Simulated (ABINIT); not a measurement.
Co in ABINIT: convergence with cutoff

Input of the first run (cutoff 10.5 Ha); the others differ in this setting and in those tied to it:

The input run.abi:

```
# Pseudopotentials
pp_dirpath "./"
pseudos "Co.GGA_PBE-JTH.xml"

# Structure
acell 4.7004383835 4.7004383835 7.6785043265
rprim
     1.0000000000     0.0000000000     0.0000000000
    -0.5000000000     0.8660254038     0.0000000000
     0.0000000000     0.0000000000     1.0000000000
ntypat 1
znucl 27
natom 2
typat 1 1
xred
     0.3333333333     0.6666666667     0.7401390000
     0.6666666667     0.3333333333     0.2598610000

# Plane-wave basis
ecut 10.5
pawecutdg 63.6
pawxcdev 0

# k points
kptopt 1
ngkpt 8 8 5
nshiftk 1
shiftk 0.0 0.0 0.0

# Exchange and correlation
ixc 11

# Bands and occupations
nband 22
occopt 3
tsmear 0.05 eV

# Spin
nsppol 2
spinat
     0.0000000000     0.0000000000     2.0000000000
     0.0000000000     0.0000000000     2.0000000000

# SCF cycle
nstep 100
tolvrs 1.0e-9

# Output
iomode 3
prtwf 0
prtden 0
prteig 0
prtebands 0
enunit 1
```

Potentials or basis: JTH PAW PBE v2.0.

The run is started by

```console
$ abinit run.abi > log 2>&1
```

Hardware: 1 thread of Arm Neoverse V1, on a shared host.

Question: The values tried are 10.5 Ha, 13 Ha, 15.5 Ha, 18 Ha, 22 Ha, 26 Ha, 30 Ha, 35 Ha, 41.5 Ha, loosest first. From which on does the largest force stay within 0.005 eV/Å of the tightest run that finished?

Answer: From 26 Ha on.

| cutoff | energy less the tightest run, at zero smearing (meV/atom) | largest force (eV/Å) | SCF cycles | CPU time (s) | peak memory (GiB) |
| --- | --- | --- | --- | --- | --- |
| 10.5 Ha | 925.43 | 0.604 | 17 | 26 | 0.13 |
| 13 Ha | 297.42 | 0.491 | 17 | 30 | 0.13 |
| 15.5 Ha | 244.91 | 0.476 | 18 | 43 | 0.14 |
| 18 Ha | 126.39 | 0.489 | 18 | 47 | 0.14 |
| 22 Ha | 23.90 | 0.496 | 19 | 64 | 0.15 |
| 26 Ha | 14.31 | 0.492 | 19 | 88 | 0.16 |
| 30 Ha | 9.14 | 0.490 | 18 | 99 | 0.17 |
| 35 Ha | 1.39 | 0.490 | 20 | 150 | 0.19 |
| 41.5 Ha | 0.00 | 0.490 | 21 | 200 | 0.21 |

Not settled before the last step: the energy (to 1 meV/atom). The tightest run that finished is the yardstick and may itself not be fully converged.

Caveat, for the tightest run too: the k mesh is coarse (spacing up to 0.36 Å⁻¹), so the values aren't converged.
